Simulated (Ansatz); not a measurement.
# MgS (Niningerite) (Fm-3m) in Ansatz: a series of runs

Runs on MgS (Niningerite). Level: PBEsol. Tasks: band structure.

All numbers are computed with Ansatz 0.2.0; they aren't measurements. Logs are shortened: lines on timing, memory, paths and dates and some standing lists are left out, and cuts for length are marked.

### 1 Starting point

It takes space group Fm-3m (No. 225, cubic). The conventional cell has a = 5.203 Å, b = 5.203 Å, c = 5.203 Å, α = 90.00°, β = 90.00°, γ = 90.00°. S (site symmetry m-3m) is surrounded by 6 Mg at 2.60 Å. Around Mg (site symmetry m-3m) lie 6 S at 2.60 Å.

### 2 Band structure, PBEsol

input.yaml reads:

```yaml
crystal:
  lattice:
    - [0.0, 2.60165, 2.60165]
    - [2.60165, 0.0, 2.60165]
    - [2.60165, 2.60165, 0.0]
  atoms:
    - { symbol: S, position: [0.5, 0.5, 0.5] }
    - { symbol: Mg, position: [0.0, 0.0, 0.0] }
hamiltonian:
  xc: pbesol
  pseudopotentials: { kind: paw }
kpoints:
  mp_grid: { grid: [9, 9, 9] }
  band_path:
    path:
      - [[0.0, 0.0, 0.0], [0.5, 0.0, 0.5], [0.5, 0.25, 0.75], [0.375, 0.375, 0.75], [0.0, 0.0, 0.0], [0.5, 0.5, 0.5], [0.625, 0.25, 0.625], [0.5, 0.25, 0.75], [0.5, 0.5, 0.5], [0.375, 0.375, 0.75]]
      - [[0.625, 0.25, 0.625], [0.5, 0.0, 0.5]]
    npoints: 14
scf:
  occupations: { method: fermi_dirac, width: 0.05 }
  n_extra_bands: 6
output:
  forces: true
  stress: true
  eigenvalues: true
  fatbands: true
```

Potentials or basis: Ansatz PAW.

On the command line:

```console
> ansatz run input.yaml --threads 2 --pin off --max-ram 5632MiB --backend cpu --events-out ev --progress --plain --runs-dir out
```

Output:

```text
Warning: RAYON_NUM_THREADS=2 ignored (pool sized by the plan → 2); use --threads N
scf.n_extra_bands = 6 over 8 filled bands (N_el = 16.0): the run solves 14 bands
Engine: ansatz 0.2.0, x86_64-unknown-linux-gnu
Pseudopotentials: kind: paw
Pseudopotential: S, paw, valence charge 6, recommended cutoff 420 eV (normal), S.paw.azcp
Pseudopotential: Mg, paw, valence charge 10, recommended cutoff 420 eV (normal), Mg.paw.azcp
Functional definition: PBEsol
  exchange = pbesol_x
  correlation = pbesol_c
Crystal: 2 atoms, lattice volume = 35.219 Å³
Basis set: ecut = 420 eV, 701 PW (Γ), exchange–correlation on 50×50×50 points (8 copies of the dense FFT grid, shifted against one another)
Bands: 14, of which v1, the nominal top of the filled ones, is band 8 counted from 1 (7 counted from 0)
Symmetry: 48 space group operations
Space group: Fm-3m (ITA 225), of the structure as read, at distance tolerance 3.3e-5 Å
k-points: 35 of 729
Non-local potential: S, projectors of the file, l = 0: 2, l = 1: 2, l = 2: 2
Non-local potential: Mg, projectors of the file, l = 0: 3, l = 1: 2, l = 2: 1
PAW form: soft (Blöchl's): semilocal exchange-correlation on the pseudo side does not see the compensation charge
PAW frozen core: S, regenerated for the run's functional, and the local potential with it (the file was generated under x = pbe(κ = 0.804, μ = 0.2195149727645171), c = pbe(β = 0.06672455060314922))
PAW frozen core: Mg, regenerated for the run's functional, and the local potential with it (the file was generated under x = pbe(κ = 0.804, μ = 0.2195149727645171), c = pbe(β = 0.06672455060314922))
PAW one-centre angular grid: S, 110 points (default); XC on 64 Gauss nodes
PAW one-centre angular grid: Mg, 110 points (default); XC on 64 Gauss nodes
Initial density: superposition of atomic densities (neutral atoms: chi_scale 0, normalization atom), corrected by the library's trained network
Initial wavefunctions: pseudopotential atomic-orbital guess
Functional: x = pbesol(κ = 0.804, μ = 0.12345679012345678), c = pbesol(β = 0.046)
SCF iter   1: F=—  HF=-2799.919398 eV  |F-HF|=—  |Δ(HF+E_count)|=         —  Δρ=3.83e-3  dr2=7.26e-3  ethr=1.77e-3  ⟨swp⟩=6.5  Hψ=2811  notcnv=0
preconditioner: auto → none  [insulator: Δε(μ)=2.767 eV  Ē_g=13.343 eV  σ=0.050 eV  W_gap=1.00  n_scr=8 (ndim 8)  ℏωp=17.7 eV  f_vac=0.000  D(μ)=0.00/eV (n_scr^D=0)  ε∞_Penn≈2.8]
SCF iter   2: F=—  HF=-2799.916541 eV  |F-HF|=—  |Δ(HF+E_count)|=   2.86e-3  Δρ=1.14e-3  dr2=3.12e-4  ethr=4.54e-5  ⟨swp⟩=2.1  Hψ=950  notcnv=0  defer=40
SCF iter   3: F=—  HF=-2799.916540 eV  |F-HF|=—  |Δ(HF+E_count)|=   1.28e-6  Δρ=3.80e-4  dr2=2.88e-5  ethr=1.95e-6  ⟨swp⟩=2.4  Hψ=719  notcnv=0  defer=40
SCF iter   4: F=—  HF=-2799.916561 eV  |F-HF|=—  |Δ(HF+E_count)|=   2.09e-5  Δρ=4.82e-5  dr2=4.98e-7  ethr=1.80e-7  ⟨swp⟩=1.0  Hψ=432  notcnv=0  defer=40
iter 5 did not close the SCF: its close was put off for the readings that it lacked (scf_convergence_deferred on its scf_iter line)
SCF iter   5: F=-2799.916561 eV  HF=-2799.916561 eV  |F-HF|=1.54e-9  |Δ(HF+E_count)|=   2.87e-7  Δρ=4.07e-6  dr2=1.72e-9  ethr=3.11e-9  ⟨swp⟩=2.0  Hψ=629  notcnv=0  defer=40
SCF iter   6: F=-2799.916561 eV  HF=-2799.916561 eV  |F-HF|=2.14e-11  |Δ(HF+E_count)|=   1.64e-9  Δρ=2.93e-7  dr2=3.08e-11  ethr=1.07e-11  ⟨swp⟩=5.5  Hψ=1878  notcnv=0
SCF 1 converged in 6 iterations: F = -2799.916561 eV  dr2 = 3.08e-11
NSCF: frozen V_eff on 142 k-points
SCF converged after 6 iterations
Free energy (F): -2799.916561 eV
Harris-Foulkes:  -2799.916561 eV  (|F-HF|=2.14e-11)
Internal energy: -2799.916561 eV  (E = F + TS)
E sigma→0 (E₀):  -2799.916561 eV
Fermi energy:    7.758906 eV
--- Per-component energies (eV) ---
  E_band       = -330.840814
  E_kinetic    = 184.835698
  E_local      = -1665.697589  (includes V_loc(G=0)·N_el)
  E_nonlocal   = 124.250227
  E_hartree    = 592.315605
  E_xc         = -126.291747
  E_vxc        = -126.549972  (∫ρ·V_xc dr)
  E_paw        = -865.709545  (= ΣΔE_a)
  E_vpaw       = -32.310446  (= ΣTr[D̂ρ^β])
  E_aug_tail   = -0.000001  (compensation charges beyond the density's cutoff)
  E_ewald      = -1043.740020
  E_core_change = 0.120812  (= ΣΔE_core)
  E_smearing   = -0.000000  (= −TS)
  E_closure    = 0.000000  (closes the sum)
  Σ components = -2799.916561   (vs F -2799.916561, Δ=0.00e0)
--- Forces (eV/Å), atoms counted from 1 ---
  atom   1  S      0.00000000     0.00000000     0.00000000
  atom   2  Mg    -0.00000000     0.00000000     0.00000000
  max |Σ_I F_I| component: 4.32e-30 eV/Å
--- Stress (GPa, compression-positive) ---
       -0.937056       0.000000       0.000000
       -0.000000      -0.937056      -0.000000
        0.000000      -0.000000      -0.937056
  P = ⅓ Tr σ = -0.9371 GPa (-9.371 kbar)
--- Band table (eV; the first three rows and the last of 35) ---
  k-point 0: bands = ["-67.9863", "-34.9265", "-34.9265", "-34.9265", "-6.3465", "6.3340", "6.3340", "6.3340", "9.9279", "14.1473", "14.1473", "14.1473", "16.5502", "16.5502"]
  k-point 1: bands = ["-67.9863", "-34.9273", "-34.9266", "-34.9266", "-6.2246", "5.4511", "6.2515", "6.2515", "10.6186", "13.8549", "14.3634", "14.3634", "15.9985", "15.9985"]
  k-point 2: bands = ["-67.9862", "-34.9294", "-34.9269", "-34.9269", "-5.8861", "3.8771", "6.0600", "6.0600", "11.1757", "14.1996", "14.1996", "14.2210", "16.1840", "16.1840"]
  k-point 34: bands = ["-67.9859", "-34.9313", "-34.9305", "-34.9290", "-4.6336", "2.7427", "3.3147", "4.1915", "11.4579", "13.5752", "13.9076", "15.3362", "19.8257", "20.0914"]
```

Run time: 1.7 s. Hardware: 2 threads of Intel Xeon 6975P-C (Granite Rapids), shared host; peak memory 0.3 GiB.

What came out:

```yaml
Free_energy: -2799.9166 eV
Pressure: -0.9 GPa
Band_gap_on_the_k_mesh: 2.83 eV, indirect (least direct gap 3.59 eV)
Band_gap_along_the_path: 2.70 eV, indirect (least direct gap 3.59 eV)
```

Levels at the corners of the path, in eV from the valence-band top:
| point | band 4 | band 5 | band 6 | band 7 | band 8 | band 9 | band 10 | band 11 | band 12 | band 13 |
| --- | --- | --- | --- | --- | --- | --- | --- | --- | --- | --- |
| Γ | -41.26 | -12.68 | 0.00 | 0.00 | 0.00 | 3.59 | 7.81 | 7.81 | 7.81 | 10.22 |
| X | -41.26 | -10.98 | -4.25 | -1.70 | -1.70 | 2.70 | 4.23 | 11.87 | 12.65 | 13.28 |
| W | -41.26 | -10.93 | -3.28 | -3.28 | -2.39 | 5.20 | 7.81 | 7.81 | 7.96 | 14.23 |
| K | -41.26 | -10.98 | -3.75 | -3.23 | -1.38 | 3.81 | 6.58 | 9.60 | 9.94 | 11.77 |
| Γ | -41.26 | -12.68 | 0.00 | 0.00 | 0.00 | 3.59 | 7.81 | 7.81 | 7.81 | 10.22 |
| L | -41.26 | -11.35 | -4.89 | -0.60 | -0.60 | 4.39 | 6.80 | 6.80 | 10.07 | 11.98 |
| U | -41.26 | -10.98 | -3.75 | -3.23 | -1.38 | 3.81 | 6.58 | 9.60 | 9.94 | 11.77 |
| W | -41.26 | -10.93 | -3.28 | -3.28 | -2.39 | 5.20 | 7.81 | 7.81 | 7.96 | 14.23 |
| L | -41.26 | -11.35 | -4.89 | -0.60 | -0.60 | 4.39 | 6.80 | 6.80 | 10.07 | 11.98 |
| K | -41.26 | -10.98 | -3.75 | -3.23 | -1.38 | 3.81 | 6.58 | 9.60 | 9.94 | 11.77 |
| U | -41.26 | -10.98 | -3.75 | -3.23 | -1.38 | 3.81 | 6.58 | 9.60 | 9.94 | 11.77 |
| X | -41.26 | -10.98 | -4.25 | -1.70 | -1.70 | 2.70 | 4.23 | 11.87 | 12.65 | 13.28 |

Caveat: the k mesh misses the band edges, so the gap on the mesh is wider than the one along the path; the PAW data sets come from PBE, with cores solved anew for the run's functional, which leaves a small shift of forces and pressure.

### 3 Band structure, PBEsol

Changes to input.yaml since step 2:

```diff
@@ -10,3 +10,3 @@
   xc: pbesol
-  pseudopotentials: { kind: paw }
+  pseudopotentials: { kind: paw, source: jth, xc_functional: pbe }
 kpoints:
@@ -25,2 +25,2 @@
   eigenvalues: true
-  fatbands: true
+  fatbands: false
```

Potentials or basis: JTH PAW.

On the command line:

```console
> ansatz run input.yaml --threads 2 --pin off --max-ram 5632MiB --backend cpu --events-out ev --progress --plain --runs-dir out
```

Wall time 2.8 s (2 threads of Intel Xeon 6975P-C (Granite Rapids), shared host); peak memory 0.39 GiB.

It converged, with:

```yaml
Free_energy: -2799.8315 eV
Pressure: -1.0 GPa
Band_gap_on_the_k_mesh: 2.83 eV, indirect (least direct gap 3.58 eV)
Band_gap_along_the_path: 2.70 eV, indirect (least direct gap 3.58 eV)
```

Levels at the corners of the path, in eV from the valence-band top:
| point | band 6 | band 7 | band 8 | band 9 | band 10 | band 11 |
| --- | --- | --- | --- | --- | --- | --- |
| Γ | 0.00 | 0.00 | 0.00 | 3.58 | 7.79 | 7.79 |
| X | -4.25 | -1.70 | -1.70 | 2.70 | 4.22 | 11.87 |
| W | -3.27 | -3.27 | -2.39 | 5.20 | 7.80 | 7.80 |
| K | -3.74 | -3.23 | -1.38 | 3.81 | 6.57 | 9.58 |
| Γ | 0.00 | 0.00 | 0.00 | 3.58 | 7.79 | 7.79 |
| L | -4.89 | -0.60 | -0.60 | 4.39 | 6.79 | 6.79 |
| U | -3.74 | -3.23 | -1.38 | 3.81 | 6.57 | 9.58 |
| W | -3.27 | -3.27 | -2.39 | 5.20 | 7.80 | 7.80 |
| L | -4.89 | -0.60 | -0.60 | 4.39 | 6.79 | 6.79 |
| K | -3.74 | -3.23 | -1.38 | 3.81 | 6.57 | 9.58 |
| U | -3.74 | -3.23 | -1.38 | 3.81 | 6.57 | 9.58 |
| X | -4.25 | -1.70 | -1.70 | 2.70 | 4.22 | 11.87 |

Caveat: the k mesh misses the band edges, so the gap on the mesh is wider than the one along the path. Expect the measured gap to be larger: semilocal functionals such as PBEsol lack the derivative discontinuity.
